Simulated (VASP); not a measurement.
Here is a VASP 6.6.1 calculation.

INCAR

```
SYSTEM = PtSe
PREC = Accurate
ENCUT = 520
EDIFF = 1E-6
ISMEAR = 0
SIGMA = 0.05
LREAL = .FALSE.
LASPH = .TRUE.
NELM = 100
ALGO = Fast
ISIF = 2
LWAVE = .FALSE.
LCHARG = .FALSE.
ISPIN = 2
MAGMOM = 0 0
LORBIT = 11
LMAXMIX = 4
LDAU = .TRUE.
LDAUTYPE = 2
LDAUL = 2 -1
LDAUU = 2 0
LDAUJ = 0 0
LDAUPRINT = 1
GGA = PE
NBANDS = 19
```

File KPOINTS:

```
Automatic mesh
0
G
  5 5 5
  0 0 0
```

File POSCAR:

```
PtSe
1.0
    0.0000000000      3.0374472300      3.0374472300
    3.0374472300      0.0000000000      3.0374472300
    3.0374472300      3.0374472300      0.0000000000
Pt Se
1 1
Direct
    0.0000000000      0.0000000000      0.0000000000
    0.2500000000      0.2500000000      0.2500000000
```

Potentials or basis: VASP PAW PBE potentials, release 64 (Pt, Se).

Launch:

```sh
$ cat potpaw_PBE.64/Pt/POTCAR potpaw_PBE.64/Se/POTCAR > POTCAR
$ mpirun -np 1 vasp_std > vasp.out
```

**Question.** Estimate the pressure.

**Answer.** -11.3 GPa.

**Question.** Estimate the band gap on the k mesh.

**Answer.** None (metal or under the smearing width).

**Question.** Estimate the net moment.

**Answer.** 0.00 μB per cell.

Eigenvalues of the final occupation matrices:
| site | spin | trace | eigenvalues |
| --- | --- | --- | --- |
| site 1 d | 1 | 4.14 | 0.79 0.79 0.79 0.88 0.88 |
| site 1 d | 2 | 4.14 | 0.79 0.79 0.79 0.88 0.88 |

The run has no spin-orbit coupling, so splittings on Pt are missing.
